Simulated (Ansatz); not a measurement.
Sb under changes of volume

One of the cells (30.206 Å³/atom); the others are scaled copies at fixed shape and fractional positions:

```
CELL_PARAMETERS angstrom
2.15420 1.24373 3.75800
-2.15420 1.24373 3.75800
0.00000 -2.48746 3.75800
ATOMIC_POSITIONS crystal
Sb 0.76651 0.76651 0.76651
Sb 0.23349 0.23349 0.23349
```

- Program: Ansatz 0.2.0
- Functional: r2SCAN
- Potentials or basis: Ansatz PAW
- Cutoff: 500 eV (not typed: the program's choice for these potentials)
- k mesh: 8 × 8 × 8
- Occupations: fermi-dirac, width 0.05 eV
- Spin: no spin polarisation

| volume (Å³/atom) | energy over the lowest point (meV/atom) | pressure (GPa) | largest force (eV/Å) |
| --- | --- | --- | --- |
| 28.393 | ? | ? | ? |
| 28.998 | 26.57 | 4.4 | 0.223 |
| 29.602 | 12.65 | 3.0 | 0.104 |
| 30.206 | 3.99 | 1.7 | 0.006 |
| 30.810 | 0.00 | 0.5 | 0.110 |
| 31.414 | 0.18 | -0.6 | 0.208 |
| 32.018 | 4.10 | -1.5 | 0.300 |

What does the run at 28.393 Å³/atom give?

Energy over the lowest point 46.38 meV/atom; pressure 6.1 GPa; largest force 0.349 eV/Å.

Worked out: A Birch-Murnaghan fit of order 3 (a polynomial in V^(-2/3)) to the other rows has its minimum at 31.08 Å³/atom with B0 = V·E''(V) = 54 GPa and B' = 4.8 at fixed shape and positions, which overstates the stiffness. It gives 46.40 meV/atom at 28.393 Å³/atom, against the run's 46.38, and -dE/dV = 6.1 GPa, against 6.1.

Energies are extrapolated to zero smearing.

Caveats: the PAW data sets come from PBE, with cores solved anew for the run's functional, which leaves a small shift of forces and pressure.
